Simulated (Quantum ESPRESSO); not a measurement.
The system is Hf.

```xyz
1
Lattice="-1.8050 1.8050 1.8050 1.8050 -1.8050 1.8050 1.8050 1.8050 -1.8050" Properties=species:S:1:pos:R:3 pbc="T T T"
Hf    0.0000    0.0000    0.0000
```

This isn't the form of Hf at room conditions, which is hcp.

- Program: Quantum ESPRESSO 7.5
- Task: Wannier functions
- Functional: LDA
- Potentials or basis: GBRV 1.5 LDA
- Cutoff: 612 eV
- Density cutoff: 4898 eV
- k mesh: 8 × 8 × 8
- Occupations: fermi-dirac, width 0.05 eV
- Spin: no spin polarisation
- Form of the LDA correlation: PZ81
- Mixing beta: 0.5
- Most SCF iterations: 120
- SCF threshold: 2e-10 Ry
- k mesh for the Wannier functions: 6 × 6 × 6
- Projections: Hf spd

Start: atomic projections with disentanglement, frozen window up to 3.0 eV over the reference level; the lowest 4 bands are left out. The reference level is the Fermi level, or the middle of the gap.

Problem. With atomic projections with disentanglement, how many functions result, how localised are they, and how well do they interpolate the bands?

Solution. 9 functions with spreads from 1.29 to 1.39 Å², 12.2 Å² in all; they miss the direct bands by 16 meV (root mean square).

Wannier functions:
```
function  nearest atom  distance (Å)  spread (Å²)  on-site energy from the reference level (eV)
       1          1 Hf          0.95         1.39                                          7.04
       2          1 Hf          0.96         1.39                                          7.05
       3          1 Hf          0.95         1.39                                          7.05
       4          1 Hf          0.95         1.39                                          7.04
       5          1 Hf          0.96         1.39                                          7.05
       6          1 Hf          0.00         1.29                                          3.83
       7          1 Hf          0.00         1.29                                          3.83
       8          1 Hf          0.95         1.39                                          7.05
       9          1 Hf          0.00         1.29                                          3.83
```

Parts of the spread (Å²): invariant 10.09, diagonal 0.002, off-diagonal 2.09, total 12.18. Against the direct bands the interpolation misses by 16 meV (root mean square) and 68 meV at most, for states up to 1 eV over the reference level.

Caveat: spin-orbit coupling is left out, which moves the levels of the heavy elements.
